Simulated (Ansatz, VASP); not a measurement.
## Two plane-wave programs on Li

File INCAR:

```
SYSTEM = Li
PREC = Accurate
ENCUT = 520
EDIFF = 1E-6
ISMEAR = 1
SIGMA = 0.1
LREAL = .FALSE.
LASPH = .TRUE.
NELM = 100
ALGO = Normal
ISIF = 2
LWAVE = .FALSE.
LCHARG = .TRUE.
GGA = PS
IVDW = 12
LELF = .TRUE.
LVHAR = .TRUE.
NBANDS = 12
```

Contents of KPOINTS:

```
Automatic mesh
0
G
  5 5 7
  0 0 0
```

POSCAR

```
Li
1.0
    4.9113170799     -0.0140365275      0.0521827377
   -2.4678132144      4.3315865308     -0.0110115859
    0.0304590650      0.0101630050      2.8450523785
Li
3
Direct
    0.9952000000      0.9929600000      0.9878600000
    0.6600100000      0.3333333333      0.4808300000
    0.3280000000      0.6520300000      0.4962800000
```

Input for Ansatz:

```yaml
crystal:
  lattice:
    - [4.911317079885889, -0.0140365275022605, 0.05218273773422164]
    - [-2.467813214362576, 4.331586530770478, -0.011011585942385015]
    - [0.030459065013795722, 0.010163004976743377, 2.8450523784649357]
  atoms:
    - { symbol: Li, position: [0.9952, 0.99296, 0.98786] }
    - { symbol: Li, position: [0.66001, 0.3333333333333333, 0.48083] }
    - { symbol: Li, position: [0.328, 0.65203, 0.49628] }
basis:
  ecutwfc: 540.0
  xc_grid: 2
kpoints:
  mp_grid:
    grid: [5, 5, 7]
hamiltonian:
  xc: pbesol
  dispersion: d3bj
scf:
  convergence:
    dr2_threshold: 1.0e-09
  occupations:
    method: cold
  initial_density:
    normalization: cell
output:
  forces: true
  stress: true
```

This isn't the form of Li at room conditions, which is bcc.

Alike in both runs: task single point; functional PBEsol; dispersion D3(BJ); k mesh 5 × 5 × 7; no spin polarisation.

|  | VASP | Ansatz |
| --- | --- | --- |
| version | VASP 6.6.1 | Ansatz 0.2.0 |
| potentials or method | VASP PAW PBE potentials, release 64 (Li_sv) | plane waves, PAW |
| plane-wave cutoff (eV) | 520 | 540 |
| occupations | methfessel-paxton of order 1, width 0.1 eV | cold |
| valence electrons in the cell | 9 | 9 |

|  | VASP | Ansatz | Ansatz less VASP |
| --- | --- | --- | --- |
| rms of the force components (eV/Å) | 0.042 | 0.042 | -0.0003 |
| dispersion energy (meV/atom) | -149.9 | -149.9 | -0.04 |

Atom by atom the forces differ by 0.000 eV/Å (rms over components). Ansatz warned: «stress_scf_threshold_loose».

Caveats: the PAW data sets were made with another functional, which shifts forces and pressure a little (VASP).
